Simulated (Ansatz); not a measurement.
MnH2O2 (Pyrochroite):

```
Mn O H
1.0
     3.25000    0.00000    0.00000
    -1.62500    2.81458    0.00000
     0.00000    0.00000    4.48000
Mn O H
1 2 2
Direct
  0.00000 0.00000 0.00000
  0.66667 0.33333 0.77400
  0.33333 0.66667 0.22600
  0.66667 0.33333 0.55400
  0.33333 0.66667 0.44600
```

Program: Ansatz 0.2.0. Alike in all runs: potentials or basis Ansatz PAW; spin collinear, ferromagnetic start; cell as given.

Question: Order these runs on this cell by their band gap on the k mesh, lowest first.
A. level PBE0; k mesh 6 × 6 × 4; cutoff (eV) 420; smearing fermi-dirac 0.05 eV
B. level r2SCAN; k mesh 9 × 9 × 6; cutoff (eV) 500; smearing fermi-dirac 0.05 eV; points for each segment of the path 14
C. level PBEsol; k mesh 9 × 9 × 6; cutoff (eV) 420; smearing gaussian 0.1 eV
D. level HSE06; k mesh 6 × 6 × 4; cutoff (eV) 420; smearing fermi-dirac 0.05 eV; points for each segment of the path 4

Answer: C (0.11 eV), B (0.93 eV), D (2.51 eV), A (3.24 eV).

Caveats: a cell with one magnetic atom can't hold antiferromagnetic order, which such compounds often take; the magnetic or orbital state may not be the lowest (some runs); forces of over 1 eV/Å show positions far from the minimum, so gaps and moduli don't describe the material at rest (some runs); odd divisions of the mesh miss points on the zone boundary, where band edges often lie, so the gap on the mesh can be too wide (some runs).

A k mesh can miss the band edges.

Not every run made on this cell is shown here.
